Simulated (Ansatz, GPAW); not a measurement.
**Ta: programs and potentials compared**

```
Ta
1.0
    -1.65128    1.65128    1.65128
     1.65128   -1.65128    1.65128
     1.65128    1.65128   -1.65128
Ta
1
Direct
  0.00000 0.00000 0.00000
```

Alike in all runs: task single point; functional PBE; k mesh 11 × 11 × 11; occupations gaussian, width 0.014 eV; no spin polarisation; no spin-orbit coupling. Pressure is positive in compression and, in plane waves, holds the error of the finite cutoff, which Ansatz's Pulay term estimates and takes out.

```tsv
program and potentials	plane-wave cutoff (eV)	notes	pressure (GPa)
Ansatz, Ansatz PAW	420	Pulay term of +0.06 GPa included	2.10
GPAW, GPAW PAW data sets (gpaw-data 1.2.1)	600	-	2.33
Ansatz, all-electron LAPW, scalar-relativistic	-	-	2.07
```

The pressure spans 2.07 (Ansatz, all-electron LAPW, scalar-relativistic) to 2.33 GPa (GPAW, GPAW PAW data sets (gpaw-data 1.2.1)), with all-electron results at 2.07.

Differences between rows come from potentials, basis sets and numerical settings, since the functional is the same but for its coding. Runs on potential files found faulty are left out.
